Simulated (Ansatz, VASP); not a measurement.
**TaN: VASP beside Ansatz**

File INCAR:

```
SYSTEM = TaN
PREC     = Accurate       ! precision mode
ENCUT    = 520            ! plane-wave cutoff, eV
EDIFF    = 1E-7           ! SCF threshold, eV
ISMEAR   = 0              ! smearing method
SIGMA    = 0.1            ! smearing width, eV
LREAL    = .FALSE.        ! projectors in reciprocal space
LASPH    = .TRUE.         ! aspherical terms in the spheres
NELM     = 80             ! most SCF steps
ALGO     = Normal         ! electronic algorithm
ISIF     = 2              ! what is computed and relaxed
LWAVE    = .FALSE.        ! write WAVECAR
LCHARG   = .FALSE.        ! write CHGCAR
GGA      = PE             ! functional
NBANDS   = 15             ! bands
```

Contents of KPOINTS:

```
regular mesh
0
G
  12 12 12
  0 0 0
```

The input POSCAR:

```
TaN
1.0
    2.9501846798      0.0000000000      0.0000000000
   -1.4750923399      2.5549348785      0.0000000000
    0.0000000000      0.0000000000      2.8977716015
Ta N
1 1
Direct
    0.3333333333      0.6666666667      0.5000000000
    0.0000000000      0.0000000000      0.0000000000
```

Input for Ansatz:

```yaml
crystal:
  lattice:
    - [2.9501846799, 0.0, 0.0]
    - [-1.47509234, 2.5549348787, 0.0]
    - [0.0, 0.0, 2.8977716018]
  atoms:
    - { symbol: Ta, position: [0.3333333333, 0.6666666667, 0.5] }
    - { symbol: "N", position: [0.0, 0.0, 0.0] }
basis:
  ecutwfc: 420
kpoints:
  mp_grid: { grid: [12, 12, 12] }
hamiltonian:
  xc: pbe
scf:
  occupations: { method: gaussian, width: 0.1 }
output:
  forces: true
  stress: true
  eigenvalues: true
```

Alike in both runs: task single point; functional PBE; k mesh 12 × 12 × 12; occupations gaussian, width 0.1 eV; no spin polarisation.

|  | VASP | Ansatz |
| --- | --- | --- |
| version | VASP 6.6.1 | Ansatz 0.2.0 |
| potentials or method | VASP PAW PBE potentials, release 64 (Ta_pv, N) | scalar-relativistic, plane waves, PAW |
| plane-wave cutoff (eV) | 520 | 420 |
| valence electrons in the cell | 16 | 18 |

|  | VASP | Ansatz | Ansatz less VASP |
| --- | --- | --- | --- |
| gap on the k mesh at the Fermi level (eV) | none | none | - |
| pressure (GPa) | 0.7 | 0.0 | -0.65 |
| largest component of the traceless stress (GPa) | 0.16 | 0.04 | -0.111 |

A gap of «none» marks a metal or a gap that the smearing closes. The two sets of potentials don't hold the same shells in valence.

The runs have no spin-orbit coupling, so splittings on Ta are missing.
